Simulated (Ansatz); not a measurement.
**Effective masses and thermopower of ZnTe (F-43m)**

Input:

```
ZnTe
1.0
    0.00000     2.95126     2.95126
    2.95126     0.00000     2.95126
    2.95126     2.95126     0.00000
Zn Te
1 1
Cartesian
  2.95126   2.95126   2.95126
  1.47563   1.47563   1.47563
```

Method: PBEsol with spin-orbit coupling, rigid bands (plane waves, PAW; Ansatz, a first-principles code). Condition of this run: hydrostatic pressure 5 GPa (the target of the relaxation). How the cell was made: cell and atoms relaxed with PBEsol, then loaded as said.

band gap: 1.35 eV
electron conductivity mass (300 K, dilute): 0.106 mₑ
hole conductivity mass (300 K, dilute): 0.40 mₑ
effective density of states N_c (300 K): 8.4e17 cm⁻³
effective density of states N_v (300 K): 1.3e19 cm⁻³
density-of-states mass, electrons: 0.104 mₑ
density-of-states mass, holes: 0.64 mₑ
Seebeck coefficient, n-type 1e19 cm⁻³, 300 K: -115 μV/K
Seebeck coefficient, p-type 1e19 cm⁻³, 300 K: 240 μV/K
best p-type power factor at 300 K for τ = 10 fs (best axis; densities from 1e16 to 1e21 cm⁻³ tried, whether or not they can be reached): 5.1 μW/(cm·K²) at 3e19 cm⁻³

Rigid bands; masses and Seebeck coefficients take one relaxation time τ for all states and one kind of carrier; polarons and phonon drag are left out.
